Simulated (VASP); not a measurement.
**KBr: single point with PBE**

The system is KBr.

```xyz
2
Lattice="0.0296 3.3022 3.3022 3.3022 0.0296 3.3022 3.3318 3.3318 0.0000" Properties=species:S:1:pos:R:3 pbc="T T T"
K     0.0000    0.0000    0.0000
Br    3.3318    3.3318    3.3022
```

The cell was built by a generator and needn't be a form met in nature.

The cell isn't the ideal one: shear_xy strain +1.8%.

- Program: VASP 6.6.1
- Task: single point
- Functional: PBE
- Potentials or basis: VASP PAW PBE potentials, release 64 (K_sv, Br)
- Cutoff: 520 eV
- k mesh: 6 × 6 × 6
- Occupations: fermi-dirac, width 0.02 eV
- Spin: no spin polarisation
- Dipole correction: no
- Further INCAR settings: ALGO = Normal; EDIFF = 1e-07; NBANDS = 15

```yaml
Pressure: 0.7 GPa
Band_gap_on_the_k_mesh: 4.41 eV, direct
```

Stress tensor (GPa, compression positive):
```
 0.72 -0.09  0.00
-0.09  0.72  0.00
 0.00  0.00  0.72
```

Levels at points of the mesh, in eV from the valence-band top:
```
           k point  band 4  band 5  band 6  band 7  band 8  band 9  band 10  band 11  band 12  band 13
(0.00, 0.00, 0.00)  -11.28  -11.28   -0.04   -0.02    0.00    4.41     7.51     7.58     7.65     8.41
(0.50, 0.00, 0.00)  -11.29  -11.04   -1.19   -0.38   -0.35    6.56     8.23     9.71     9.80     9.97
(0.50, 0.50, 0.00)  -11.32  -11.32   -0.83   -0.33   -0.28    5.85     7.17     9.35     9.48     9.64
(0.00, 0.00, 0.50)  -11.29  -11.03   -1.20   -0.35   -0.32    6.57     8.18     9.68     9.76    10.03
(0.50, 0.00, 0.50)  -11.32  -11.32   -0.83   -0.31   -0.30    5.85     7.17     9.34     9.48     9.64
```

Wall time 38 s on 1 thread of Intel(R) Xeon(R) Platinum 8488C (Sapphire Rapids), with other jobs on the host, peak memory 0.22 GiB.
